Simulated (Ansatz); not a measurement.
# MgO: the cost of one run

Computed with Ansatz 0.2.0 (DFT PBE, scalar-relativistic, plane waves, PAW, unless a step's input says otherwise).

15 further runs of the same task are left out: 15 set aside as unsound or not needed.

**1. The system as given**

It takes space group P6_3mc (No. 186, hexagonal). The conventional cell has a = 3.281 Å, b = 3.281 Å, c = 10.514 Å, α = 90.00°, β = 90.00°, γ = 120.00°. Around Mg (site symmetry 3m) lie 4 O at 1.99 to 2.00 Å. Mg (site symmetry 3m) has 4 O at 1.99 to 2.01 Å as nearest neighbours. O (site symmetry 3m) has 4 Mg at 1.99 Å as nearest neighbours. Around O (site symmetry 3m) lie 4 Mg at 2.00 to 2.01 Å.

Coordinates:

```cif
data_structure
_symmetry_space_group_name_H-M 'P6_3mc'
_symmetry_Int_Tables_number 186
_cell_length_a 3.2805
_cell_length_b 3.2805
_cell_length_c 10.5139
_cell_angle_alpha 90.000
_cell_angle_beta 90.000
_cell_angle_gamma 120.000
_cell_volume 97.99
loop_
_atom_site_label
_atom_site_type_symbol
_atom_site_symmetry_multiplicity
_atom_site_Wyckoff_symbol
_atom_site_fract_x
_atom_site_fract_y
_atom_site_fract_z
_atom_site_occupancy
Mg1 Mg 2 b 0.33333 0.66667 0.96949 1
Mg2 Mg 2 a 0.00000 0.00000 0.22082 1
O1 O 2 b 0.33333 0.66667 0.78004 1
O2 O 2 a 0.00000 0.00000 0.52964 1
```

It goes back to an entry of the Materials Project, which need not be the stable form.

It is the result of an earlier relaxation at this level (volume 12.25 Å³/atom; gap on the mesh: 3.46 eV).

**2. The scan**

The energy is mapped over volume and the cell's shape.

First coordinate, volume per atom: 7 values from 10.78 to 13.72 Å³. Second coordinate, c/a of the conventional cell: 7 values from 2.672 to 3.845.

Nothing else is relaxed (fractional coordinates fixed). Energies count from the relaxed crystal. Points are written as (first, second).

**3. The run at (10.78 Å³, 3.016)**

File input.yaml:

```yaml
crystal:
  lattice:
    - [3.2079020399, 0.0, 0.0]
    - [-1.60395102, 2.7781246594, 0.0]
    - [0.0, 0.0, 9.6759949228]
  atoms:
    - { symbol: Mg, position: [0.3333333333, 0.6666666667, 0.9694906392] }
    - { symbol: Mg, position: [0.0, 0.0, 0.2208211786] }
    - { symbol: Mg, position: [0.0, 0.0, 0.7208211786] }
    - { symbol: Mg, position: [0.6666666667, 0.3333333333, 0.4694906392] }
    - { symbol: O, position: [0.3333333333, 0.6666666667, 0.7800420079] }
    - { symbol: O, position: [0.0, 0.0, 0.5296443544] }
    - { symbol: O, position: [0.0, 0.0, 0.0296443544] }
    - { symbol: O, position: [0.6666666667, 0.3333333333, 0.2800420079] }
basis:
  ecutwfc: 520.0
kpoints:
  mp_grid: { grid: [9, 9, 4] }
hamiltonian:
  xc: pbe
  pseudopotentials: { kind: paw, azcp: { folder: soft_1 } }
scf:
  occupations: { method: gaussian, width: 0.05 }
output:
  forces: true
  stress: true
  eigenvalues: true
```

Started as:

```sh
ansatz run input.yaml --threads 2 --pin off --max-ram 4096MiB --backend cpu --events-out ev --progress --plain --runs-dir out
```

Q: Estimate wall time and peak memory on 2 threads of Arm Neoverse N1, shared host.

About 13 s, with a peak of 0.38 GiB.
